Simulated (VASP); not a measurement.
# C (Fd-3m) in VASP: notebook

One crystal, C, is run at these levels: PBE-EpsX, revPBE, BLYP, PW91; tasks: relaxation of cell and atoms, band structure.

Program: VASP 6.6.1. These are calculated values, not measurements. Logs are shortened: lines on timing, memory, paths and dates and some standing lists are left out, and cuts for length are marked.

## Step 1: The crystal as given

It takes space group Fd-3m (No. 227, cubic). The conventional cell has a = 3.567 Å, b = 3.567 Å, c = 3.567 Å, α = 90.00°, β = 90.00°, γ = 90.00°. Around C (site symmetry -43m) lie 4 C at 1.54 Å.

This isn't the form of C at room conditions, which is graphite.

## Step 2: Relaxation of cell and atoms, PBE-EpsX

The input, POSCAR:

```
C
1.0
    0.0000000000      1.7833700000      1.7833700000
    1.7833700000      0.0000000000      1.7833700000
    1.7833700000      1.7833700000      0.0000000000
C
2
Direct
    0.7500000000      0.7500000000      0.7500000000
    0.5000000000      0.5000000000      0.5000000000
```

The input, INCAR.step1:

```
ALGO = Normal ; EDIFF = 1E-8
ENCUT = 600 ; GGA = PE
ISMEAR = -1 ; LASPH = True
LCHARG = False ; LEPSILON = True
LREAL = False ; LWAVE = False
NELM = 100 ; PREC = Accurate
SIGMA = 0.05
```

The input, KPOINTS.step1:

```
Automatic mesh
0
G
  13 13 13
  0 0 0
```

The input, INCAR.step2:

```
ALGO = Normal ; EDIFF = 1E-5
ENCUT = 600 ; GGA = PE
ISMEAR = -1 ; LASPH = True
LCHARG = False ; LREAL = False
LWAVE = True ; NELM = 100
PREC = Accurate ; SIGMA = 0.05
```

The input, KPOINTS.step2:

```
k-points
0
Gamma
  7 7 7
```

The input, INCAR.step3:

```
AEXX = 0.171 ; ALGO = Normal
EDIFF = 1E-6 ; EDIFFG = -0.005
ENCUT = 600 ; GGA = PE
IBRION = 2 ; ISIF = 3
ISMEAR = -1 ; ISTART = 1
LASPH = True ; LCHARG = False
LHFCALC = True ; LREAL = False
LWAVE = False ; NELM = 100
NSW = 60 ; PREC = Accurate
PRECFOCK = Fast ; SIGMA = 0.05
```

The input, KPOINTS.step3:

```
k-points
0
Gamma
  7 7 7
```

Potentials or basis: VASP PAW PBE potentials, release 64 (C).

Launch:

```sh
$ cat potpaw_PBE.64/C/POTCAR > POTCAR
$ cp INCAR.step1 INCAR
$ cp KPOINTS.step1 KPOINTS
$ mpirun -np 1 vasp_std > vasp.out
$ cp INCAR.step2 INCAR
$ cp KPOINTS.step2 KPOINTS
$ mpirun -np 1 vasp_std > vasp.out
$ cp INCAR.step3 INCAR
$ cp KPOINTS.step3 KPOINTS
$ mpirun -np 1 vasp_std > vasp.out
```

OUTCAR:

```text
AEXX = 0.171
   EDIFF = 1E-6
   EDIFFG = -0.005
   ENCUT = 600
   GGA = PE
   IBRION = 2
   ISIF = 3
   ISMEAR = -1
   ISTART = 1
   LASPH = True
   LHFCALC = True
   LREAL = False
   NELM = 100
   NSW = 60
   PREC = Accurate
   PRECFOCK = Fast

 ion  position               nearest neighbor table
   1  0.750  0.750  0.750-   2 1.54   2 1.54   2 1.54   2 1.54
   2  0.500  0.500  0.500-   1 1.54   1 1.54   1 1.54   1 1.54

  LATTYP: Found a face centered cubic cell.
 ALAT       =     3.5667400000

  Lattice vectors:

 A1 = (   0.0000000000,   1.7833700000,   1.7833700000)
 A2 = (   1.7833700000,   0.0000000000,   1.7833700000)
 A3 = (   1.7833700000,   1.7833700000,   0.0000000000)

Analysis of symmetry for initial positions (statically):
=====================================================================
 Subroutine PRICEL returns:
 Original cell was already a primitive cell.

 Routine SETGRP: Setting up the symmetry group for a
 face centered cubic supercell.

 Subroutine GETGRP returns: Found 48 space group operations
 (whereof 24 operations were pure point group operations)
 out of a pool of 48 trial point group operations.

The static configuration has the point symmetry T_d .
 The point group associated with its full space group is O_h .

Analysis of symmetry for dynamics (positions and initial velocities):
=====================================================================
 Subroutine PRICEL returns:
 Original cell was already a primitive cell.

 Routine SETGRP: Setting up the symmetry group for a
 face centered cubic supercell.

 Subroutine GETGRP returns: Found 48 space group operations
 (whereof 24 operations were pure point group operations)
 out of a pool of 48 trial point group operations.

The dynamic configuration has the point symmetry T_d .
 The point group associated with its full space group is O_h .

 Subroutine INISYM returns: Found 48 space group operations
 (whereof 24 operations are pure point group operations),
 and found     1 'primitive' translations

----------------------------------------------------------------------------------------

                                     Primitive cell

  volume of cell :      11.3437

  direct lattice vectors                    reciprocal lattice vectors
     0.000000000  1.783370000  1.783370000    -0.280368067  0.280368067  0.280368067
     1.783370000  0.000000000  1.783370000     0.280368067 -0.280368067  0.280368067
     1.783370000  1.783370000  0.000000000     0.280368067  0.280368067 -0.280368067

  length of vectors
     2.522066041  2.522066041  2.522066041     0.485611737  0.485611737  0.485611737

  position of ions in fractional coordinates (direct lattice)
     0.750000000  0.750000000  0.750000000
     0.500000000  0.500000000  0.500000000

  ion indices of the primitive-cell ions
   primitive index   ion index
                 1           1
                 2           2

----------------------------------------------------------------------------------------

 KPOINTS: k-points

Automatic generation of k-mesh.
 Grid dimensions read from file:
 generate k-points for:    7    7    7

 Generating k-lattice:

  Cartesian coordinates                     Fractional coordinates (reciprocal lattice)
    -0.040052581  0.040052581  0.040052581     0.142857143  0.000000000  0.000000000
     0.040052581 -0.040052581  0.040052581     0.000000000  0.142857143  0.000000000
     0.040052581  0.040052581 -0.040052581     0.000000000  0.000000000  0.142857143

  Length of vectors
     0.069373105  0.069373105  0.069373105

  Shift w.r.t. Gamma in fractional coordinates (k-lattice)
     0.000000000  0.000000000  0.000000000

 Subroutine IBZKPT returns following result:
 ===========================================

 Found     20 irreducible k-points:

 Following reciprocal coordinates:
            Coordinates               Weight
  0.000000  0.000000  0.000000      1.000000
  0.142857  0.000000  0.000000      8.000000
  0.285714  0.000000  0.000000      8.000000
  0.428571  0.000000  0.000000      8.000000
  0.142857  0.142857  0.000000      6.000000
  0.285714  0.142857  0.000000     24.000000
[... 12 lines left out ...]
 -0.428571  0.428571  0.142857     24.000000
 -0.285714  0.428571  0.142857     24.000000
   k-points           NKPTS =     20   k-points in BZ     NKDIM =    343   number of bands    NBANDS=      8
   number of dos      NEDOS =    301   number of ions     NIONS =      2
   total plane-waves  NPLWV =   8000
   dimension x,y,z NGX =    20 NGY =   20 NGZ =   20
   dimension x,y,z NGXF=    40 NGYF=   40 NGZF=   40
   ions per type =               2
   NGX,Y,Z   is equivalent  to a cutoff of  13.18, 13.18, 13.18 a.u.
   NGXF,Y,Z  is equivalent  to a cutoff of  26.37, 26.37, 26.37 a.u.
 SYSTEM =  unknown system
   PREC   = accura    normal or accurate (medium, high low for compatibility)
   ISTART =      1    job   : 0-new  1-cont  2-samecut
   ICHARG =      0    charge: 1-file 2-atom 10-const
   ISPIN  =      1    spin polarized calculation?
   LNONCOLLINEAR =      F non collinear calculations
   LSORBIT =      F    spin-orbit coupling
   LASPH  =      T    aspherical Exc in radial PAW
   ENCUT  =  600.0 eV  44.10 Ry    6.64 a.u.   5.04  5.04  5.04*2*pi/ulx,y,z
   NELM   =    100;   NELMIN=  2; NELMDL=  0     # of ELM steps
   EDIFF  = 0.1E-05   stopping-criterion for ELM
   LREAL  =      F    real-space projection
   EDIFFG = -.5E-02   stopping-criterion for IOM
   NSW    =     60    number of steps for IOM
   IBRION =      2    ionic relax: 0-MD 1-quasi-New 2-CG
   NFREE  =      1    steps in history (QN), initial steepest desc. (CG)
   ISIF   =      3    stress and relaxation
   ISYM   =      3    0-nonsym 1-usesym 2-fastsym
   POTIM  = 0.5000    time-step for ionic-motion
   TEBEG  =    0.0;   TEEND  =   0.0 temperature during run
   PSTRESS=    0.0 pullay stress
   NELECT =       8.0000    total number of electrons
   NUPDOWN=      -1.0000    fix difference up-down
   EMIN   =  10.00;   EMAX   =-10.00  energy-range for DOS
   EFERMI =   0.00;   METHOD = LEGACY
   ISMEAR =    -1;   SIGMA  =   0.05  broadening in eV -4-tet -1-fermi 0-gaus
   EFERMI_NEDOS =   21; number of points for ismear=-14 and -15
   IALGO  =     38    algorithm
   IMIX   =      1    mixing-type and parameters
     AMIX     =   0.40;   BMIX     =  1.00
     AMIX_MAG =   1.60;   BMIX_MAG =  1.00
  volume/ion in A,a.u.               =       5.67        38.28
  Fermi-wavevector in a.u.,A,eV,Ry     =   1.457203  2.753714 28.891161  2.123440
  Thomas-Fermi vector in A             =   2.574032
   LORBIT       =      0    0 simple, 1 ext, 2 COOP (PROOUT), +10 PAW based schemes
   GGA     = PE    functional components
   LHFCALC =     T    Hartree Fock is set to
   PRECFOCK=fast      Normal, Fast or Accurate (Low or Medium for compatibility)
   ENCUT4O =  -1.0   cutoff for four orbital integrals eV
   NKREDX  =     1    reduce k-point grid by
   NKREDY  =     1    reduce k-point grid by
   NKREDZ  =     1    reduce k-point grid by
   AEXX    =    0.1710 exact exchange contribution
   HFSCREEN=    0.0000 screening length (either q_TF or 0.3 A-1)
   HFSCREENC=   0.0000 screening length for correlation (either q_TF or 0.3 A-1)
   ENCUTFOCK=  -1.0 apply spherical cutoff to Coloumb kernel
   IVDW    =     0    specifies the selected vdW correction
   LEPSILON=     F    determine dielectric tensor
   LRPA    =     F    only Hartree local field effects (RPA)
 conjugate gradient relaxation of ions
 non-spin polarized calculation
  energy-cutoff  :      600.00
  volume of cell :       11.34
 maximum number of plane-waves:       387
  NGX = 12; NGY = 12; NGZ = 12

--------------------------------------- Ionic step        1  -------------------------------------------

 number of electron       7.9999999 magnetization

 Free energy of the ion-electron system (eV)
  ---------------------------------------------------
  ext. energy  EPLUGINS =         0.00000000
  ---------------------------------------------------
  free energy    TOTEN  =       -20.88243354 eV

  energy without entropy =      -20.88243354  energy(sigma->0) =      -20.88243354

------------------------ aborting loop because EDIFF is reached ----------------------------------------

  FORCE on cell =-STRESS in cart. coord.  units (eV):
  Direction    XX          YY          ZZ          XY          YZ          ZX
  --------------------------------------------------------------------------------------
  -------------------------------------------------------------------------------------
  Total       -0.3626021     -0.3626021     -0.3626021      0.0000000      0.0000000      0.0000000
  in kB      -51.2137415    -51.2137415    -51.2137415      0.0000000      0.0000000      0.0000000
  external PRESSURE =     -51.2137415 kB  Pullay stress =       0.0000000 kB
[... 57 lines left out ...]
  energy  without entropy=      -20.8808573418  energy(sigma->0) =      -20.88085734

--------------------------------------- Ionic step        3  -------------------------------------------

 number of electron       7.9999999 magnetization

 Free energy of the ion-electron system (eV)
  ---------------------------------------------------
  ext. energy  EPLUGINS =         0.00000000
  ---------------------------------------------------
  free energy    TOTEN  =       -20.88449654 eV

  energy without entropy =      -20.88449654  energy(sigma->0) =      -20.88449654

 E-fermi :  10.2249     XC(G=0): -11.3534

 val. band max:        9.2122816062   @ k =   0.0000   0.0000   0.0000
 cond. band min:      14.8042706007   @ k =   0.4286   0.4286   0.0000
 fundamental gap:      5.5919889945
 Fermi energy:        10.2248972904

 k-point     1 :       0.0000    0.0000    0.0000
  band No.  band energies     occupation
      1     -13.8653      2.00000
      2       9.2123      2.00000
      3       9.2123      2.00000
      4       9.2123      2.00000
      5      16.2885      0.00000
      6      16.2885      0.00000
      7      16.2885      0.00000
      8      24.6691      0.00000
[... 236 lines left out ...]
  FREE ENERGIE OF THE ION-ELECTRON SYSTEM (eV)
  ---------------------------------------------------
  free  energy   TOTEN  =       -20.8844965412 eV

  energy  without entropy=      -20.8844965412  energy(sigma->0) =      -20.88449654

 reached required accuracy - stopping structural energy minimisation
```

Wall time 7.2 min (1 thread of Intel Xeon Platinum 8488C (Sapphire Rapids), shared host); peak memory 0.16 GiB.

Results:

- Free energy: -20.8845 eV
- Relaxed volume: 5.61 Å³/atom
- Relaxed cell: a = 2.513 Å, b = 2.513 Å, c = 2.513 Å, α = 60.00°, β = 60.00°, γ = 60.00°
- Space group after relaxing (to 0.05 Å): Fd-3m (No. 227)
- Energy gained by relaxing: 1.0 meV/atom
- Ionic steps: 3
- Pressure after relaxing: 0.0 GPa
- Band gap on the k mesh: 5.59 eV, indirect (least direct gap 7.08 eV)

Step by step:
```
step  energy change (eV)  largest force (eV/Å)  pressure (GPa)  volume (Å³)
   1              0.0000                0.0000           -5.12        11.34
   2              0.0016                0.0000            7.05        11.05
   3             -0.0021                0.0000            0.01        11.22
```

Final structure:
```xyz
2
Lattice="0.0000 1.7767 1.7767 1.7767 0.0000 1.7767 1.7767 1.7767 0.0000" Properties=species:S:1:pos:R:3 pbc="T T T"
C     2.6650    2.6650    2.6650
C     1.7767    1.7767    1.7767
```

Caveat: the k mesh is coarse (spacing up to 0.44 Å⁻¹), so the values aren't converged, least of all with exact exchange; the PAW data sets were made with another functional, which shifts forces and pressure a little; an odd mesh through Γ misses points on the zone boundary, where band edges often lie.

[end of part 1 of 2]
